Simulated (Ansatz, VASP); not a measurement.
## Be in VASP and in Ansatz

The input INCAR:

```
SYSTEM = Be
ALGO = Normal
EDIFF = 1E-6
ENCUT = 520
GGA = PS
ISIF = 2
ISMEAR = -1
LASPH = .True.
LCHARG = .True.
LELF = .True.
LREAL = .False.
LVHAR = .True.
LWAVE = .False.
NBANDS = 9
NELM = 100
PREC = Accurate
SIGMA = 0.1
```

KPOINTS

```
k-points
0
Gamma
  20 20 10
  0 0 0
```

The input POSCAR:

```
Be
1.0
   -1.5396708467      1.2622516615      1.1264296314
    1.2622516615     -1.5396708467      1.1264296314
    2.7840981042      2.7840981042     -1.6345233773
Be
2
Direct
    0.9583892371      0.0416107629      1.0000000000
    0.7916107629      0.2083892371      0.5000000000
```

Input for Ansatz:

```yaml
crystal:
  lattice:
    - [-1.5396708467, 1.2622516615, 1.1264296314]
    - [1.2622516615, -1.5396708467, 1.1264296314]
    - [2.7840981042, 2.7840981042, -1.6345233773]
  atoms:
    - { symbol: Be, position: [0.9583892371, 0.0416107629, 1.0] }
    - { symbol: Be, position: [0.7916107629, 0.2083892371, 0.5] }
hamiltonian:
  xc: pbesol
  pseudopotentials:
    kind: paw
    azcp:
      Be: "pseudopotentials/Be.paw.azcp"
basis:
  ecutwfc: 420
  fft_grid_basis: typed
kpoints:
  mp_grid: { grid: [20, 20, 10], shift: [0, 0, 0] }
magnetization:
  spin_polarized: false
scf:
  occupations: { method: fermi_dirac, width: 0.1 }
  lower_state_search: "off"
output:
  stress: true
```

Alike in both runs: task single point; functional PBEsol; k mesh 20 × 20 × 10; occupations fermi-dirac, width 0.1 eV; no spin polarisation.

```csv
,VASP,Ansatz
version,VASP 6.6.1,Ansatz 0.2.0
potentials or method,"VASP PAW PBE potentials, release 64 (Be)","plane waves (420 eV) with PAW, scalar-relativistic"
plane-wave cutoff (eV),520,420
valence electrons in the cell,4,4
```

```csv
,VASP,Ansatz,Ansatz less VASP
pressure (GPa),-4.2,-4.5,-0.34
largest component of the traceless stress (GPa),0.41,0.44,+0.035
```

Ansatz warned: «pseudo_functional_mismatch».

Caveats: the PAW data sets were made with another functional, which shifts forces and pressure a little (VASP).
